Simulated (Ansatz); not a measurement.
Crystal: Ga.

```xyz
2
Lattice="2.7784 0.0000 0.0000 0.0000 3.2816 0.0000 -1.3434 0.0000 3.9903" Properties=species:S:1:pos:R:3 pbc="T T T"
Ga   -0.6607    2.4612    3.0732
Ga    2.0957    0.8204    0.9171
```

This isn't the form of Ga at room conditions, which is orthorhombic.

Base run:

| Item | Value |
| --- | --- |
| Program | Ansatz 0.2.0 |
| Functional | PBE |
| Potentials or basis | all-electron LAPW, scalar-relativistic |
| Cutoff | 251 eV (chosen from the basis error) |
| Basis error allowed | 0.001 eV/atom |
| k mesh | 10 × 8 × 7 |
| Occupations | fermi-dirac, width 0.05 eV |
| Spin | no spin polarisation |

Its results: pressure 3.1 GPa; largest force 0.086 eV/Å.

Task: The run is repeated on the same cell with these changes: functional from PBE to PBEsol. What comes out?

Result: Pressure -0.6 GPa; largest force 0.072 eV/Å.

PBEsol binds more tightly than PBE, so the same cell stands under less pressure.
